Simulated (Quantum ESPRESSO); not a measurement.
Crystal: BAs.

```
B As
1.0
     3.23587    0.00000    0.00000
     0.00000    3.23587    0.00000
     0.00000    0.00000    3.23587
B As
1 1
Direct
  0.00000 0.00000 0.00000
  0.50000 0.50000 0.50000
```

The cell was built by a generator and needn't be a form met in nature.

Base run:

```yaml
Program: Quantum ESPRESSO 7.5
Functional: RPBE
Potentials_or_basis: SG15 PBE 1.2
Cutoff: 952 eV
Density_cutoff: 3810 eV
k_mesh: 8 × 8 × 8
Occupations: fermi-dirac, width 0.05 eV
Spin: no spin polarisation
```

Its results: band gap on the k mesh none (metal or under the smearing width); pressure -14.1 GPa.

Question: The run is repeated on the same cell with these changes: functional from RPBE to AM05. What comes out?

Answer: Band gap on the k mesh none (metal or under the smearing width); pressure -17.7 GPa.

AM05 binds more tightly than RPBE, so the same cell stands under less pressure.

Caveats: the potentials were made for another functional, which shifts forces and pressure.
